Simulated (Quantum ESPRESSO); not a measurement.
# Ag (P6_3/mmc) in Quantum ESPRESSO: a series of runs

Aim: see how the results for Ag move with the level of theory and the settings. Levels: PBEsol, LDA. Tasks: band structure, single point, equation of state.

All numbers are computed with Quantum ESPRESSO 7.5; they aren't measurements. Logs are shortened: lines on timing, memory, paths and dates and some standing lists are left out, and cuts for length are marked.

### Step 1. The crystal as given

It takes space group P6_3/mmc (No. 194, hexagonal). Conventional cell: a = 2.930 Å, b = 2.930 Å, c = 4.790 Å, α = 90.00°, β = 90.00°, γ = 120.00°. Ag (site symmetry -6m2) has 12 Ag at 2.93 Å as nearest neighbours.

This isn't the form of Ag at room conditions, which is fcc.

### Step 2. Band structure, PBEsol

pw.in reads:

```
&CONTROL
  calculation = 'scf'
  prefix = 'pwscf'
  outdir = './tmp'
  pseudo_dir = './pseudo'
  tprnfor = .true.
  tstress = .true.
  disk_io = 'low'
/
&SYSTEM
  ibrav = 0
  celldm(1) = 8
  nat = 2
  ntyp = 1
  ecutwfc = 56
  ecutrho = 448
  nbnd = 27
  occupations = 'smearing'
  smearing = 'fd'
  degauss = 0.00367493
/
&ELECTRONS
  conv_thr = 4d-10
  electron_maxstep = 120
  mixing_beta = 0.5
/
ATOMIC_SPECIES
Ag   107.8682 ag_pbesol_v1.4.uspp.F.UPF
CELL_PARAMETERS alat
  0.6921121931442   0.0000000000000   0.0000000000000
 -0.3460560965721   0.5993867415346   0.0000000000000
  0.0000000000000   0.0000000000000   1.1314735171197
ATOMIC_POSITIONS crystal
Ag     0.6666666667    0.3333333333    0.7500000000
Ag     0.3333333333    0.6666666667    0.2500000000
K_POINTS automatic
10 10 6 0 0 0
```

bands.in reads:

```
&CONTROL
  calculation = 'bands'
  prefix = 'pwscf'
  outdir = './tmp'
  pseudo_dir = './pseudo'
  disk_io = 'low'
  verbosity = 'high'
/
&SYSTEM
  ibrav = 0
  celldm(1) = 8
  nat = 2
  ntyp = 1
  ecutwfc = 56
  ecutrho = 448
  nbnd = 27
  occupations = 'smearing'
  smearing = 'fd'
  degauss = 0.00367493
/
&ELECTRONS
  conv_thr = 1d-08
  electron_maxstep = 120
  mixing_beta = 0.5
  diago_full_acc = .true.
  startingwfc = 'random'
/
ATOMIC_SPECIES
Ag   107.8682 ag_pbesol_v1.4.uspp.F.UPF
CELL_PARAMETERS alat
  0.6921121931442   0.0000000000000   0.0000000000000
 -0.3460560965721   0.5993867415346   0.0000000000000
  0.0000000000000   0.0000000000000   1.1314735171197
ATOMIC_POSITIONS crystal
Ag     0.6666666667    0.3333333333    0.7500000000
Ag     0.3333333333    0.6666666667    0.2500000000
K_POINTS crystal
60
 0.0000000000  0.0000000000  0.0000000000 1
 0.0625000000  0.0000000000  0.0000000000 1
 0.1250000000  0.0000000000  0.0000000000 1
 0.1875000000  0.0000000000  0.0000000000 1
 0.2500000000  0.0000000000  0.0000000000 1
 0.3125000000  0.0000000000  0.0000000000 1
 0.3750000000  0.0000000000  0.0000000000 1
 0.4375000000  0.0000000000  0.0000000000 1
 0.5000000000  0.0000000000  0.0000000000 1
 0.4583333333  0.0833333333  0.0000000000 1
 0.4166666667  0.1666666667  0.0000000000 1
 0.3750000000  0.2500000000  0.0000000000 1
 0.3333333333  0.3333333333  0.0000000000 1
 0.2962962963  0.2962962963  0.0000000000 1
 0.2592592593  0.2592592593  0.0000000000 1
 0.2222222222  0.2222222222  0.0000000000 1
 0.1851851852  0.1851851852  0.0000000000 1
 0.1481481481  0.1481481481  0.0000000000 1
 0.1111111111  0.1111111111  0.0000000000 1
 0.0740740741  0.0740740741  0.0000000000 1
 0.0370370370  0.0370370370  0.0000000000 1
 0.0000000000  0.0000000000  0.0000000000 1
 0.0000000000  0.0000000000  0.1250000000 1
 0.0000000000  0.0000000000  0.2500000000 1
 0.0000000000  0.0000000000  0.3750000000 1
 0.0000000000  0.0000000000  0.5000000000 1
 0.0625000000  0.0000000000  0.5000000000 1
 0.1250000000  0.0000000000  0.5000000000 1
 0.1875000000  0.0000000000  0.5000000000 1
 0.2500000000  0.0000000000  0.5000000000 1
 0.3125000000  0.0000000000  0.5000000000 1
 0.3750000000  0.0000000000  0.5000000000 1
 0.4375000000  0.0000000000  0.5000000000 1
 0.5000000000  0.0000000000  0.5000000000 1
 0.4666666667  0.0666666667  0.5000000000 1
 0.4333333333  0.1333333333  0.5000000000 1
 0.4000000000  0.2000000000  0.5000000000 1
 0.3666666667  0.2666666667  0.5000000000 1
 0.3333333333  0.3333333333  0.5000000000 1
 0.3000000000  0.3000000000  0.5000000000 1
 0.2666666667  0.2666666667  0.5000000000 1
 0.2333333333  0.2333333333  0.5000000000 1
 0.2000000000  0.2000000000  0.5000000000 1
 0.1666666667  0.1666666667  0.5000000000 1
 0.1333333333  0.1333333333  0.5000000000 1
 0.1000000000  0.1000000000  0.5000000000 1
 0.0666666667  0.0666666667  0.5000000000 1
 0.0333333333  0.0333333333  0.5000000000 1
 0.0000000000  0.0000000000  0.5000000000 1
 0.5000000000  0.0000000000  0.5000000000 1
 0.5000000000  0.0000000000  0.3750000000 1
 0.5000000000  0.0000000000  0.2500000000 1
 0.5000000000  0.0000000000  0.1250000000 1
 0.5000000000  0.0000000000  0.0000000000 1
 0.3333333333  0.3333333333  0.0000000000 1
 0.3333333333  0.3333333333  0.1000000000 1
 0.3333333333  0.3333333333  0.2000000000 1
 0.3333333333  0.3333333333  0.3000000000 1
 0.3333333333  0.3333333333  0.4000000000 1
 0.3333333333  0.3333333333  0.5000000000 1
```

Potentials or basis: GBRV 1.5 PBEsol.

Started as:

```sh
$ OMP_NUM_THREADS=1 mpirun -n 2 pw.x -nk 2 -in pw.in > pw.out
$ OMP_NUM_THREADS=1 mpirun -n 2 pw.x -nk 2 -in bands.in > bands.out
```

pw.out:

```text
This program is part of the open-source Quantum ESPRESSO suite
     for quantum simulation of materials; please cite
[... 6 lines left out ...]
     using ibrav=0 with symmetry is DISCOURAGED, use correct ibrav instead

     K-points division:     npool     =       2
     Subspace diagonalization in iterative solution of the eigenvalue problem:
     a serial algorithm will be used

     G-vector sticks info
     --------------------
     sticks:   dense  smooth     PW     G-vecs:    dense   smooth      PW
     Sum         955     475    151                38563    13573    2297

     Using Slab Decomposition

     bravais-lattice index     =            0
     lattice parameter (alat)  =       8.0000  a.u.
     unit-cell volume          =     240.3245 (a.u.)^3
     number of atoms/cell      =            2
     number of atomic types    =            1
     number of electrons       =        38.00
     number of Kohn-Sham states=           27
     kinetic-energy cutoff     =      56.0000  Ry
     charge density cutoff     =     448.0000  Ry
     scf convergence threshold =      4.0E-10
     mixing beta               =       0.5000
     number of iterations used =            8  plain     mixing
     Exchange-correlation= SLA  PW   PSX  PSC
                           (   1   4  10   8   0   0   0)

     celldm(1)=   8.000000  celldm(2)=   0.000000  celldm(3)=   0.000000
     celldm(4)=   0.000000  celldm(5)=   0.000000  celldm(6)=   0.000000

     crystal axes: (cart. coord. in units of alat)
               a(1) = (   0.692112   0.000000   0.000000 )
               a(2) = (  -0.346056   0.599387   0.000000 )
               a(3) = (   0.000000   0.000000   1.131474 )

     reciprocal axes: (cart. coord. in units 2 pi/alat)
               b(1) = (  1.444852  0.834186 -0.000000 )
               b(2) = (  0.000000  1.668372  0.000000 )
               b(3) = (  0.000000 -0.000000  0.883803 )

     PseudoPot. # 1 for Ag read from file:
     ag_pbesol_v1.4.uspp.F.UPF
     Pseudo is Ultrasoft + core correction, Zval = 19.0
     Generated by new atomic code, or converted to UPF format
     Using radial grid of  887 points,  6 beta functions with:
                l(1) =   0
                l(2) =   0
                l(3) =   1
                l(4) =   1
                l(5) =   2
                l(6) =   2
     Q(r) pseudized with  6 coefficients,  rinner =    1.300   1.300   1.300
                                                       1.300   1.300

     atomic species   valence    mass     pseudopotential
     Ag               19.00   107.86820     Ag( 1.00)

     24 Sym. Ops., with inversion, found (12 have fractional translation)

   Cartesian axes

     site n.     atom                  positions (alat units)
         1        Ag     tau(   1) = (   0.3460561   0.1997956   0.8486051  )
         2        Ag     tau(   2) = (  -0.0000000   0.3995912   0.2828684  )

     number of k points=    56  Fermi-Dirac smearing, width (Ry)=  0.0037
                       cart. coord. in units 2pi/alat
        k(    1) = (   0.0000000   0.0000000   0.0000000), wk =   0.0033333
        k(    2) = (   0.0000000   0.0000000   0.1473005), wk =   0.0066667
        k(    3) = (   0.0000000   0.0000000   0.2946011), wk =   0.0066667
        k(    4) = (   0.0000000   0.0000000  -0.4419016), wk =   0.0033333
        k(    5) = (   0.0000000   0.1668372   0.0000000), wk =   0.0200000
        k(    6) = (   0.0000000   0.1668372   0.1473005), wk =   0.0400000
[... 48 lines left out ...]
        k(   55) = (   0.4334557   0.7507674   0.2946011), wk =   0.0400000
        k(   56) = (   0.4334557   0.7507674  -0.4419016), wk =   0.0200000

     Dense  grid:    38563 G-vectors     FFT dimensions: (  40,  40,  64)

     Smooth grid:    13573 G-vectors     FFT dimensions: (  27,  27,  48)

     Initial potential from superposition of free atoms

     starting charge      36.9999, renormalised to      38.0000
     Starting wfcs are   26 randomized atomic wfcs +    1 random wfcs

     Self-consistent Calculation

     iteration #  1     ecut=    56.00 Ry     beta= 0.50
     Davidson diagonalization with overlap
     ethr =  1.00E-02,  avg # of iterations =  4.8

     total energy              =    -590.19128722 Ry
     estimated scf accuracy    <       2.52806932 Ry

     iteration #  2     ecut=    56.00 Ry     beta= 0.50
     Davidson diagonalization with overlap
     ethr =  6.65E-03,  avg # of iterations =  2.0

     total energy              =    -591.00656585 Ry
     estimated scf accuracy    <       0.55367265 Ry

     iteration #  3     ecut=    56.00 Ry     beta= 0.50
     Davidson diagonalization with overlap
     ethr =  1.46E-03,  avg # of iterations =  2.0
[... 29 lines left out ...]
     total energy              =    -591.10082714 Ry
     estimated scf accuracy    <          3.2E-09 Ry

     iteration #  8     ecut=    56.00 Ry     beta= 0.50
     Davidson diagonalization with overlap
     ethr =  8.50E-12,  avg # of iterations =  2.0

     total energy              =    -591.10082714 Ry
     estimated scf accuracy    <          2.7E-09 Ry

     iteration #  9     ecut=    56.00 Ry     beta= 0.50
     Davidson diagonalization with overlap
     ethr =  7.17E-12,  avg # of iterations =  2.0

     End of self-consistent calculation

          k = 0.0000 0.0000 0.0000 (  1737 PWs)   bands (ev):

   -75.5386 -75.5247 -39.1013 -38.9804 -38.9804 -38.9630 -38.9592 -38.9592
     8.6834  10.0988  11.6146  11.7111  11.7111  11.9340  11.9340  12.2660
    12.2660  13.2164  13.2164  15.8572  19.5500  31.9356  33.8419  34.0320
    34.0320  34.1087  36.2567

          k = 0.0000 0.0000 0.1473 (  1731 PWs)   bands (ev):

   -75.5377 -75.5256 -39.0921 -38.9789 -38.9789 -38.9724 -38.9607 -38.9607
     8.8918  10.1377  11.5754  11.6625  11.6625  11.8813  11.8813  12.3960
    12.3960  13.1947  13.1947  14.6961  21.0722  31.6713  33.1905  33.6700
    34.1089  34.1089  36.0699

          k = 0.0000 0.0000 0.2946 (  1720 PWs)   bands (ev):

   -75.5352 -75.5282 -39.0669 -38.9978 -38.9750 -38.9750 -38.9645 -38.9645
     9.4568  10.2019  11.5320  11.6199  11.6199  11.7634  11.7634  12.6598
    12.6598  13.0040  13.1052  13.1052  23.8688  30.0530  32.1995  32.8801
    34.3871  34.3871  35.5544
[... 108 lines left out ...]
   -75.5247 -75.5216 -39.0879 -39.0744 -39.0184 -39.0020 -38.9924 -38.9863
    10.1772  10.4466  10.9235  11.0667  12.0234  12.4579  12.8156  13.2333
    13.2700  13.3371  14.8156  17.2949  21.3962  23.3071  27.3829  28.4623
    30.6523  31.6374  32.5413

          k = 0.0000 0.6673-0.4419 (  1692 PWs)   bands (ev):

   -75.5232 -75.5232 -39.0848 -39.0848 -39.0018 -39.0018 -38.9941 -38.9941
    10.3094  10.3094  10.9177  10.9177  12.4017  12.4017  12.9909  12.9909
    13.2851  13.2851  15.8181  15.8181  22.2294  22.2294  29.6663  29.6663
    29.9118  29.9118  32.6566

          k = 0.0000-0.8342 0.0000 (  1682 PWs)   bands (ev):

   -75.5246 -75.5199 -39.0853 -39.0658 -39.0426 -39.0129 -38.9972 -38.9806
    10.1826  10.4878  10.5167  11.6229  11.9287  12.1150  12.5483  13.3423
    13.3909  13.4719  16.3100  17.6516  22.8765  23.1483  25.1964  26.3195
    26.6765  32.0518  32.8491

          k = 0.0000-0.8342 0.1473 (  1682 PWs)   bands (ev):

   -75.5243 -75.5203 -39.0906 -39.0718 -39.0330 -39.0107 -38.9955 -38.9827
    10.1957  10.2414  10.8727  11.4160  11.7204  12.1977  13.0549  13.2165
    13.3818  13.4654  16.3200  17.6057  22.0478  22.1255  26.7266  27.0342
    27.2923  32.1381  32.8843

          k = 0.0000-0.8342 0.2946 (  1702 PWs)   bands (ev):

   -75.5234 -75.5211 -39.0961 -39.0841 -39.0156 -39.0048 -38.9951 -38.9887
    10.1006  10.3504  10.8897  10.9895  11.9977  12.5919  12.8554  13.3978
    13.4264  13.4473  16.4935  17.4121  20.9201  21.0355  28.0336  28.9928
    29.0312  31.2195  32.3733

          k = 0.0000-0.8342-0.4419 (  1696 PWs)   bands (ev):

   -75.5223 -75.5223 -39.0939 -39.0939 -39.0016 -39.0016 -38.9967 -38.9967
    10.2267  10.2267  10.8510  10.8510  12.4058  12.4058  13.1710  13.1710
    13.4225  13.4225  16.9717  16.9717  20.5438  20.5438  29.5004  29.5004
    30.1377  30.1377  32.6705

          k = 0.1445 0.2503 0.0000 (  1711 PWs)   bands (ev):

   -75.5352 -75.5230 -39.0891 -39.0064 -38.9954 -38.9825 -38.9686 -38.9663
     9.4453  10.4914  11.3145  11.8075  11.8468  11.9785  11.9859  12.1382
    12.3604  12.5000  13.2800  17.6828  19.7660  28.9678  28.9735  33.7573
    33.8179  34.1695  34.7860

          k = 0.1445 0.2503 0.1473 (  1701 PWs)   bands (ev):

   -75.5344 -75.5239 -39.0823 -39.0039 -38.9973 -38.9861 -38.9708 -38.9679
     9.6246  10.5542  11.3386  11.6243  11.7179  11.9309  12.1249  12.2131
    12.3917  12.5383  13.2461  16.2594  21.5826  29.1411  29.1751  32.6576
    32.8264  34.4384  34.4839
[... 199 lines left out ...]
   -75.5217 -75.5208 -39.0716 -39.0699 -39.0473 -39.0307 -38.9986 -38.9922
    10.7539  10.8625  11.1514  11.2931  11.6788  11.9069  12.2776  12.6021
    13.1356  13.3329  18.3902  20.0849  21.3097  21.6259  23.4307  23.7154
    29.7826  31.5713  32.0159

          k = 0.4335 0.7508-0.4419 (  1694 PWs)   bands (ev):

   -75.5213 -75.5213 -39.0748 -39.0748 -39.0397 -39.0397 -38.9907 -38.9907
    10.7995  10.7995  11.2904  11.2904  11.7780  11.7780  12.3319  12.3319
    13.2834  13.2834  19.2267  19.2267  22.1129  22.1129  22.4472  22.4472
    31.8733  31.8733  34.4106

     the Fermi energy is    16.1871 ev

!    total energy              =    -591.10082714 Ry
     estimated scf accuracy    <          3.2E-11 Ry
     smearing contrib. (-TS)   =      -0.00041190 Ry
     internal energy E=F+TS    =    -591.10041524 Ry

     The total energy is F=E-TS. E is the sum of the following terms:
     one-electron contribution =    -258.20667166 Ry
     hartree contribution      =     147.03894203 Ry
     xc contribution           =     -57.35773483 Ry
     ewald contribution        =    -422.57495078 Ry

     convergence has been achieved in   9 iterations

     Forces acting on atoms (cartesian axes, Ry/au):

     atom    1 type  1   force =     0.00000000    0.00000000    0.00000000
     atom    2 type  1   force =    -0.00000000   -0.00000000    0.00000000

     Total force =     0.000000     Total SCF correction =     0.000000

     Computing stress (Cartesian axis) and pressure

          total   stress  (Ry/bohr**3)                   (kbar)     P=      -64.66
  -0.00042575   0.00000000   0.00000000          -62.63        0.00        0.00
   0.00000000  -0.00042575   0.00000000            0.00      -62.63        0.00
   0.00000000   0.00000000  -0.00046714            0.00        0.00      -68.72

=------------------------------------------------------------------------------=
   JOB DONE.
=------------------------------------------------------------------------------=
```

Run time: 32 s. Hardware: 2 MPI ranks of Arm Neoverse V2, shared host; peak memory 0.26 GiB.

What came out:

```yaml
Free_energy: -8042.3365 eV
Pressure: -6.5 GPa
Band_gap_on_the_k_mesh: none (metal or under the smearing width)
```

Levels at the corners of the path, in eV from the Fermi level:
| point | band 17 | band 18 | band 19 | band 20 | band 21 | band 22 |
| --- | --- | --- | --- | --- | --- | --- |
| Γ | -3.92 | -2.97 | -2.97 | -0.33 | 3.36 | 15.75 |
| M | -2.80 | -2.72 | 0.12 | 1.46 | 6.69 | 6.96 |
| K | -3.10 | -3.00 | 3.02 | 3.02 | 3.09 | 9.00 |
| Γ | -3.92 | -2.97 | -2.97 | -0.33 | 3.36 | 15.75 |
| A | -3.27 | -3.27 | -3.27 | -3.27 | 10.82 | 10.82 |
| L | -2.76 | -2.76 | 0.78 | 0.78 | 4.36 | 4.36 |
| H | -2.93 | -2.93 | 3.98 | 3.98 | 5.44 | 5.44 |
| A | -3.27 | -3.27 | -3.27 | -3.27 | 10.82 | 10.82 |
| L | -2.76 | -2.76 | 0.78 | 0.78 | 4.36 | 4.36 |
| M | -2.80 | -2.72 | 0.12 | 1.46 | 6.69 | 6.96 |
| K | -3.10 | -3.00 | 3.02 | 3.02 | 3.09 | 9.00 |
| H | -2.93 | -2.93 | 3.98 | 3.98 | 5.44 | 5.44 |

(Continued in part 2 of 2.)
